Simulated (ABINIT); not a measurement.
BN, 2 atoms in the cell. Symmetry: F-43m, No. 216, cubic system. The conventional cell has a = 3.626 Å, b = 3.626 Å, c = 3.626 Å, α = 90.00°, β = 90.00°, γ = 90.00°. N (site symmetry -43m) has 4 B at 1.57 Å as nearest neighbours. Around B (site symmetry -43m) lie 4 N at 1.57 Å. The cell is a database's computed one.

- Program: ABINIT 10.8.3 (patched build)
- Task: single point
- Functional: PBE0
- Potentials or basis: SG15 NC PBE v1.2
- Cutoff: 952 eV
- k mesh: 6 × 6 × 6
- Occupations: fermi-dirac, width 0.05 eV
- Spin: no spin polarisation
- Share of exact exchange: 0.05
- Most SCF steps: 60
- Thinning of the exchange mesh (fockdownsampling): 2 × 2 × 2

Potentials or basis: SG15 NC PBE v1.2.

Run with:

```sh
$ mpirun --bind-to none -np 4 abinit run.abi > log 2>&1
```

Hardware: 4 MPI ranks on Arm Neoverse V2, with other jobs on the host.

**Question.** Estimate the wall time of this run.

**Answer.** It took 40 s on 4 MPI ranks on Arm Neoverse V2 (shared host), peak memory 0.28 GiB a rank. Counts: scf iterations 9, mpi ranks 4, k points 16, bands 8, plane waves 821.
